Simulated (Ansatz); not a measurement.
# Cs (Cs, beta-Sn type): the cost of one run

Program: Ansatz 0.2.0. Level of theory: DFT revPBE, plane waves (420 eV) with PAW, scalar-relativistic; PBE-made PAW files. These are calculated values, not measurements.

**1. The system as given**

The structure is tetragonal, space group I4_1/amd (No. 141). The conventional cell has a = 9.471 Å, b = 9.471 Å, c = 5.171 Å, α = 90.00°, β = 90.00°, γ = 90.00°.

Coordinates:

```cif
data_structure
_symmetry_space_group_name_H-M 'I4_1/amd:1'
_symmetry_Int_Tables_number 141
_cell_length_a 9.4712
_cell_length_b 9.4712
_cell_length_c 5.1713
_cell_angle_alpha 90.000
_cell_angle_beta 90.000
_cell_angle_gamma 90.000
_cell_volume 463.88
loop_
_atom_site_label
_atom_site_type_symbol
_atom_site_symmetry_multiplicity
_atom_site_Wyckoff_symbol
_atom_site_fract_x
_atom_site_fract_y
_atom_site_fract_z
_atom_site_occupancy
Cs1 Cs 4 a 0.00000 0.00000 0.00000 1
```

**2. Geometry optimisation**

Input file input.yaml:

```yaml
crystal:
  lattice:
    - [-4.7356019808, 4.7356019808, 2.5856386815]
    - [4.7356019808, -4.7356019808, 2.5856386815]
    - [4.7356019808, 4.7356019808, -2.5856386815]
  atoms:
    - { symbol: Cs, position: [0.0, 0.0, 0.0] }
    - { symbol: Cs, position: [0.75, 0.25, 0.5] }
hamiltonian:
  xc: revpbe
  pseudopotentials:
    kind: paw
    azcp:
      Cs: "pseudopotentials/Cs.paw.azcp"
basis:
  ecutwfc: 420
  fft_grid_basis: typed
kpoints:
  mp_grid: { grid: [7, 7, 5], shift: [0, 0, 0] }
magnetization:
  spin_polarized: false
scf:
  occupations: { method: fermi_dirac, width: 0.1 }
relax:
  max_steps: 60
  f_tol: 0.01
  cell: {}
```

Command:

```sh
ansatz run input.yaml --threads 2 --pin off --max-ram 5120MiB --backend cpu --events-out ev --progress --plain --runs-dir out
```

What time and memory should one allow on 2 threads of Intel Xeon Platinum 8488C (Sapphire Rapids), shared host?

About 33 s, with a peak of 0.75 GiB.
